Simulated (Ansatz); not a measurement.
Space group I4/mmm (No. 139). a = 6.655 Å, b = 6.655 Å, c = 3.844 Å, α = 90.00°, β = 90.00°, γ = 90.00°
| atom | site | symmetry | x | y | z |
| --- | --- | --- | --- | --- | --- |
| Si | 8h | m.2m | 0.6788 | 0.6788 | 0.5000 |

Equation of state of this Si structure (not necessarily the ground state), with shape and atoms relaxed at each volume where symmetry leaves them free. Theory: Ansatz, DFT r2SCAN, scalar-relativistic, plane waves, PAW.

Plane waves to 500 eV, a k mesh through Γ of 10×10×10 on the computed 4-atom cell and Gaussian smearing (0.02 eV); no spin polarisation.

```
V (Å³/atom) E − E(largest V) (meV/atom) P (GPa) gap on mesh (eV)
     18.724                        55.55    14.64              0.03
     19.362                         6.43    10.12              0.16
     20.001                       -25.93     6.23              0.28
     20.639                       -43.91     2.88              0.38
     21.277                       -49.53     0.02              0.48
     21.916                       -44.57    -2.44              0.57
     22.554                       -30.54    -4.54              0.64
     23.405                         0.00    -6.87              0.63
```

Q: Fit a third-order Birch–Murnaghan equation to E(V).

A: V0 = 21.28 Å³/atom, B0 = 88 GPa, B0' = 4.1.

This form isn't the element's structure at ambient conditions.